Q: I have a band structure of zincblende PbO from the hybrid functional PBE0, and I want G0W0 quality. Can I add one number to the gap and leave the rest alone?

A: That is the scissors correction. It assumes that all filled levels move together and all empty levels move together. The sizes to keep in mind are these: G0W0 corrects each level by two terms of 2 to 4 eV, which nearly cancel and leave a few tenths of an eV. A small change in what a state is made of can therefore change its shift by as much as the shift itself.

One-shot G0W0 on PBE0 for zincblende PbO (a = 5.598 Å, relaxed with r2SCAN), computed with Ansatz 0.2.0: plane-wave PAW, no spin polarisation, cutoff 420 eV, 6×6×6 k mesh, 240 empty bands, screening cutoff 180 eV. Kohn–Sham and quasiparticle levels are each counted from their own valence top; the first coordinate of every wave vector is 0.

| band | b (fraction of the reciprocal vector) | c (fraction of the reciprocal vector) | kohn sham level (eV) | quasiparticle level (eV) | exchange less vxc (eV) | correlation (eV) |
| --- | --- | --- | --- | --- | --- | --- |
| v2 | 0 | 0 | -2.783 | -2.482 | -3.547 | 4.083 |
| v1 | 0 | 0 | -2.783 | -2.482 | -3.547 | 4.083 |
| c1 | 0 | 0 | 7.008 | 6.594 | 3.980 | -4.158 |
| c2 | 0 | 0 | 7.008 | 6.594 | 3.980 | -4.158 |
| v2 | 0 | 0.1667 | -2.917 | -2.622 | -3.555 | 4.086 |
| v1 | 0 | 0.1667 | -2.587 | -2.403 | -3.115 | 3.534 |
| c1 | 0 | 0.1667 | 5.308 | 4.843 | 3.543 | -3.772 |
| c2 | 0 | 0.1667 | 7.134 | 6.724 | 4.006 | -4.180 |
| v2 | 0 | 0.3333 | -3.169 | -2.881 | -3.579 | 4.103 |
| v1 | 0 | 0.3333 | -2.354 | -2.419 | -2.278 | 2.449 |
| c1 | 0 | 0.3333 | 4.080 | 3.735 | 3.031 | -3.139 |
| c2 | 0 | 0.3333 | 7.237 | 6.827 | 3.997 | -4.171 |
| v2 | 0 | -0.5 | -3.289 | -3.002 | -3.593 | 4.116 |
| v1 | 0 | -0.5 | -2.329 | -2.521 | -1.886 | 1.930 |
| c1 | 0 | -0.5 | 3.878 | 3.617 | 2.829 | -2.855 |
| c2 | 0 | -0.5 | 7.219 | 6.800 | 3.964 | -4.147 |
| v2 | 0.1667 | -0.5 | -3.506 | -3.230 | -3.595 | 4.106 |
| v1 | 0.1667 | -0.5 | -1.232 | -1.265 | -2.046 | 2.249 |
| c1 | 0.1667 | -0.5 | 3.857 | 3.540 | 2.926 | -3.007 |
| c2 | 0.1667 | -0.5 | 5.994 | 5.537 | 3.621 | -3.842 |
| v2 | 0.3333 | -0.5 | -3.913 | -3.654 | -3.604 | 4.099 |
| v1 | 0.3333 | -0.5 | ? | ? | ? | ? |
| c1 | 0.3333 | -0.5 | ? | ? | ? | ? |
| c2 | 0.3333 | -0.5 | ? | ? | ? | ? |

Q: How do I read the columns?

A: v1 is the highest filled band and v2 the one below it; c1 and c2 are the lowest two empty bands. The numbers b and c locate the wave vector. Its first coordinate is 0 in every row. So (0, 0) is the zone centre, where v1 and v2, and c1 and c2, have equal levels; (0, −1/2) is the L point, and the last two points lie on the straight line from L towards X. "Exchange less vxc" is the bare exchange energy minus what PBE0 had put in its place, and "correlation" is mostly the effect of screening.

By "shift" I mean quasiparticle level minus Kohn–Sham level, each counted from its own valence top. It equals exchange less vxc plus correlation, minus 0.24 eV, because the valence top itself moves up by that amount. A negative shift thus need not be a real lowering: v1 at (0, −1/2) has a shift of −0.19 eV, yet on an absolute scale it rises by 0.04 eV.

Q: Do the filled levels move together?

A: v2 does what scissors ask: its shift stays between +0.26 and +0.30 eV. v1 starts with the same +0.30 eV at (0, 0), where the two bands are degenerate, and ends at −0.19 eV at (0, −1/2). That is half an eV of difference within the filled bands.

Q: Perhaps the shift just depends on how deep the level lies?

A: Then v2 should show it, and it hardly does. Over the known points its level sinks by 1.1 eV while its shift changes by only 0.04 eV. From (0, 1/6) to (0, −1/2), v1 rises by a mere 0.26 eV and its shift falls by 0.38 eV. Energy is a poor guide here, so I would look at the orbitals.

Q: What changes in the orbitals?

A: Each Pb atom has four O neighbours at the corners of a tetrahedron. At the zone centre the O 2p orbitals repeat in phase, and their overlaps with the round Pb 6s orbital cancel. The top filled states there are free of Pb 6s. Away from the centre the four bonds acquire different phases, the cancellation fails, and Pb 6s mixes into v1.

For bonds that overlap head-on, the squared Pb 6s–O 2p coupling is proportional to 1 − g², where g² is the squared magnitude of the average phase factor of the four bonds. The same geometry makes one combination of Pb 6p and O 2p couple as g², while two others keep their coupling. In this picture v1 gains Pb 6s as 1 − g² grows and the coupling of c1 to O 2p weakens, whereas v2 and c2 keep theirs. For c1 that need not mean less O 2p, because its level also drops by about 3 eV towards the filled bands between (0, 0) and (0, −1/2).

Q: Is that seen in the numbers, or is it theory?

A: The orbital content is theory. What the numbers show is that exchange less vxc in v1 shrinks from −3.5 to −1.9 eV between (0, 0) and (0, −1/2), while in v2 it stays near −3.6 eV. That is how a state should behave when it moves partly from compact O 2p to the more spread-out Pb orbitals, though the numbers can't tell Pb 6s from Pb 6p.

Q: Then predict the three rows with question marks.

A: I fitted the shifts of the 21 known rows by least squares. The model has one constant for filled bands, one for empty bands, and a slope in 1 − g² for v1 and for c1. Its typical error is 0.04 eV, but v1 at (1/6, −1/2) comes out 0.11 eV too low. Contacts between O atoms and between Pb atoms are left out of the model and should change smoothly with the wave vector, so I carry the miss at that neighbouring point over to the new one.

Here is v1 in full. The bond phase factors at (1/3, −1/2) are 1, 1, a rotation by 120°, and −1. Their average has a squared magnitude of 1/16, against 3/16 at (1/6, −1/2), so 1 − g² grows by 1/8. The fitted slope is −0.53 eV, which gives a change of −0.07 eV. Added to the neighbour's −0.03 eV, this makes −0.10 eV.

Q: And how sure are you?

A: I applied the same procedure one step earlier, from (0, −1/2) to (1/6, −1/2), and rounded its errors up. Those rows had helped to set the slopes, so this is a mild test. The forecasts for the shifts are:

- v1: −0.10 ± 0.20 eV, well below v2 at the same point
- c1: −0.30 ± 0.10 eV
- c2: −0.46 ± 0.10 eV, more negative than c1

Q: Let us see the calculation.

The withheld rows as computed:

| band | b (fraction of the reciprocal vector) | c (fraction of the reciprocal vector) | kohn sham level (eV) | quasiparticle level (eV) | exchange less vxc (eV) | correlation (eV) |
| --- | --- | --- | --- | --- | --- | --- |
| v1 | 0.3333 | -0.5 | -0.366 | -0.385 | -1.840 | 2.056 |
| c1 | 0.3333 | -0.5 | 2.639 | 2.180 | 2.868 | -3.091 |
| c2 | 0.3333 | -0.5 | 6.472 | 6.072 | 3.668 | -3.832 |

A: Two of the three ranges hold and one fails. v1 has a shift of −0.02 eV and does lie well below v2. c2 comes out at −0.40 eV, also within its range. c1 is at −0.46 eV, which is 0.16 eV from my forecast and outside the error bar, and the predicted order of c1 and c2 is reversed.

Q: Was v1 a success for the bond picture?

A: Only in part. The fitted model alone would have given −0.21 eV; the neighbouring point brought the forecast close. The model also expected a small step down from that neighbour, and the calculation gives a tiny step up. So the phases can describe the large change from the zone centre to L, but not the steps from L towards X. The valence top says the same: it lies at a wave vector where g² is 0, so the model gives it about −0.24 eV, while its shift is 0 by definition.

The reason is open. From (0, −1/2) to (1/6, −1/2) the v1 level rises by 1.1 eV, although 1 − g² grows only from 0.75 to 0.81. Contacts left out of the model, such as those between O atoms or between Pb atoms, probably help to lift it. If they raise the O 2p partner away from Pb 6s, the two mix less, and the shift turns back towards that of v2. Exchange less vxc fits this idea at first, going from −1.89 to −2.05 eV in that step. But at (1/3, −1/2) it is −1.84 eV, the smallest in size of all the v1 states here, and the shift doesn't fall again. Less Pb 6s can't be the whole story.

Q: What went wrong with c1?

A: I relied on the neighbouring point, and c1 is not the smooth continuation that I assumed. Its level had changed by only 0.02 eV in the step before, then it dropped by 1.2 eV. My error bar came from that quiet step and was too narrow. There was also a warning among the known rows: at (0, 1/6), c1 already had a shift of −0.47 eV, against the trend of the model.

A different orbital mixture may have taken the place of c1, since band numbers only count levels in order of energy and don't follow a state when bands cross or mix. The levels hint at it: c2 lies 3.3 eV above c1 at (0, −1/2), 2.1 eV at (1/6, −1/2) and 3.8 eV at (1/3, −1/2), as expected where two bands approach, mix and part. The energy terms show it less plainly: from the neighbouring point, exchange less vxc and correlation change by only 0.06 and 0.08 eV, both downwards, and together they make most of the miss. One step further on, at X, c1 is the conduction bottom and its shift is −0.51 eV. The withheld value lies on the way there, while the model would give −0.27 eV, so its slope for c1 has the wrong sign on this line. A projection of the states onto Pb and O orbitals would test this. Spin–orbit coupling, which is strong for Pb 6p and is left out here, would also move and split these empty levels.

Q: Would a correction linear in energy have done better after all?

A: Not for v1 or c1. With as many constants, fitted to the same 21 rows, its typical error is 0.10 eV, more than twice that of the bond model. Given the revealed Kohn–Sham levels, it still misses v1 by 0.23 eV and c1 by 0.17 eV, though it gets c2 almost exactly. The bond model alone misses v1 and c1 by similar amounts, so the preference for it rests on the known rows.

Q: So what do I do with my gap?

A: Don't take one correction from one wave vector and use it everywhere. Between v1 and c1, G0W0 narrows the gap by 0.72 eV at (0, 0) but by only 0.07 eV at (0, −1/2). A rigid shift taken from the first point would be wrong by about 0.65 eV at the second, relative to this same calculation. If you need the bands and not just one gap, compute the shift at several points and follow the orbital character between them.

The smallest gap on the mesh, from the valence top to X, narrows by 0.51 eV to about 1.2 eV, a change that the bond model misses almost entirely. With finite bands and cutoff, such G0W0 gaps typically fall 6 to 9 % short, about 0.1 eV on this gap, so that shortfall alone would not undo the narrowing. The gap lacks spin–orbit coupling before and after the correction. The run also carries a warning that its mesh for the exchange term is coarse, which may affect the shifts in every row. And this crystal is a model: in real PbO the lone pair pushes Pb off centre, which the ideal tetrahedral site forbids, so the values should not be carried over to the real oxide.
